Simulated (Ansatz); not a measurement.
AlN in the zincblende structure, relaxed with r2SCAN: 4 runs in Ansatz 0.2.0, each a calculation of independent-particle optics. It is cubic, F-43m (No. 216); a = 4.370 Å in the conventional setting, 10.43 Å³ an atom. Around Al lie 4 N at 1.89 Å; around N lie 4 Al at 1.89 Å. The values are computed, spin-unpolarised, and not measurements.

```xyz
2
Lattice="0.0000 2.1849 2.1849 2.1849 0.0000 2.1849 2.1849 2.1849 0.0000" Properties=species:S:1:pos:R:3 pbc="T T T"
Al    0.0000    0.0000    0.0000
N     1.0924    1.0924    1.0924
```

On meshes this coarse, single peaks can be features of the mesh. No local fields, no excitons; the zone sum runs over the cells of the mesh, and ε∞ includes the bands left out of the spectrum. Up to four peaks are listed, those above 15 % of the tallest and inside the complete range; the four can differ from row to row. Rows marked drawn have settings drawn at random (some not listed).

```csv
functional,k mesh,broadening (eV),scissors (eV),range (eV),settings,direct gap on the mesh before scissors (eV),ε∞ xx,ε∞ yy,ε∞ zz,complete up to (eV),tallest peaks of mean ε₂ (eV)
PBE,8×8×8,0.1,0.00,0–17,chosen,4.18,4.73,4.73,4.73,17.0,7.05 8.00 11.25 12.75
r2SCAN,8×8×8,0.1,0.00,0–17,chosen,4.84,4.25,4.25,4.25,17.0,7.75 8.75 12.15 13.70
PBE,8×8×8,0.1,1.37 (to HSE06),0–17,chosen,4.18,4.22,4.22,4.22,17.0,8.40 9.35 12.60 14.10
PBEsol,10×10×10,0.25,1.50,0.5–10,drawn,4.11,4.26,4.26,4.26,10.0,9.40
```

The fundamental gap is indirect (3.33 eV with PBE on 8×8×8); the table holds the direct one.
